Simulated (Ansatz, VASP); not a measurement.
Two plane-wave programs on Cr

```xyz
4
Lattice="2.4683 0.0000 0.0000 -1.2341 2.1376 0.0000 0.0000 0.0000 8.6960" Properties=species:S:1:pos:R:3 pbc="T T T"
Cr    0.0000    0.0000    0.0000
Cr    0.0000    1.4251    2.1740
Cr    0.0000    0.0000    4.3480
Cr    1.2341    0.7125    6.5220
```

Alike in both runs: functional PBEsol; k mesh 21 × 21 × 5; occupations gaussian, width 0.1 eV; no spin polarisation.

Ansatz relaxed the structure, and its values are those at the end. VASP's run is a single point on that final structure, the one shown.

|  | VASP | Ansatz |
| --- | --- | --- |
| version | VASP 6.6.1 | Ansatz 0.2.0 |
| potentials or method | VASP PAW PBE potentials, release 64 (Cr_pv) | scalar-relativistic, plane waves, PAW |
| plane-wave cutoff (eV) | 520 | 420 |
| valence electrons in the cell | 48 | 56 |

VASP gave:

| Quantity | Value |
| --- | --- |
| gap on the k mesh at the Fermi level (eV) | none |
| pressure (GPa) | -0.4 |

**Question.** Which values does Ansatz return?

**Answer.** gap on the k mesh at the Fermi level (eV): none; pressure (GPa): 0.0.

A gap of «none» marks a metal or a gap that the smearing closes. The two sets of potentials don't hold the same shells in valence.

Caveats: the PAW data sets were made with another functional, which shifts forces and pressure a little (VASP); the run has no spin polarisation, though such a crystal can be magnetic. Spin polarisation is off, so any magnetic state and its effect on volume and gap are missing.
